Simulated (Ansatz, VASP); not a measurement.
## Two plane-wave programs on TiAl3

```xyz
4
Lattice="3.8749 0.0000 0.0000 0.0000 3.8749 0.0000 0.0000 0.0000 3.8749" Properties=species:S:1:pos:R:3 pbc="T T T"
Ti    0.0000    0.0000    0.0000
Al    0.0000    1.9375    1.9375
Al    1.9375    0.0000    1.9375
Al    1.9375    1.9375    0.0000
```

Change from the starting cell: volume scaled by 0.94.

Alike in both runs: task single point; functional PBE; k mesh 7 × 7 × 7; occupations fermi-dirac, width 0.05 eV; no spin polarisation.

|  | VASP | Ansatz |
| --- | --- | --- |
| version | VASP 6.6.1 | Ansatz 0.2.0 |
| potentials or method | VASP PAW PBE potentials, release 64 (Ti_sv, Al) | Ansatz PAW |
| plane-wave cutoff (eV) | 520 | 420 |
| valence electrons in the cell | 21 | 21 |

```csv
,VASP,Ansatz,Ansatz less VASP
gap on the k mesh at the Fermi level (eV),none,none,-
pressure (GPa),10.0,10.0,+0.01
```

A gap of «none» marks a metal or a gap that the smearing closes.
